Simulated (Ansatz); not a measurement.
# Is this MgS structure a true minimum?

The cell was reached from a generator's guess, though it ends in a space group that the Crystallography Open Database lists for this formula.

The calculation used DFT PBE, scalar-relativistic, plane waves, PAW (Ansatz 0.2.0). Settings: cutoff 420 eV, Γ-centred mesh 8×8×8 on the computed 2-atom cell, Gaussian smearing of 0.02 eV; no spin polarisation.

The cell below (2 atoms, space group Fm-3m (No. 225)) is relaxed within its symmetry.

```
Mg S
1.0
     0.00000    2.61506    2.61506
     2.61506    0.00000    2.61506
     2.61506    2.61506    0.00000
Mg S
1 1
Cartesian
  2.6151 2.6151 2.6151
  0.0000 0.0000 0.0000
```

For the test a repeat of it with 8 atoms (edges 3.70, 6.41, 6.41 Å) was strained at random (σ = 1.5 % a component), the atoms were moved at random (σ = 0.10 Å), and all was relaxed again on a coarse 4×2×2 mesh (in the run’s order of axes) with 0.10 eV smearing, with no symmetry imposed.

Q: Is the structure stable against such a distortion?

A: It returns, within 1 meV/atom of the unmoved cell on that mesh and with the same symmetry when read at 0.1 Å (I4/mmm at 0.01 Å, so small strains and shifts remain). No instability shows in this cell; modes of other wave vectors, which need another repeat, aren't tested.
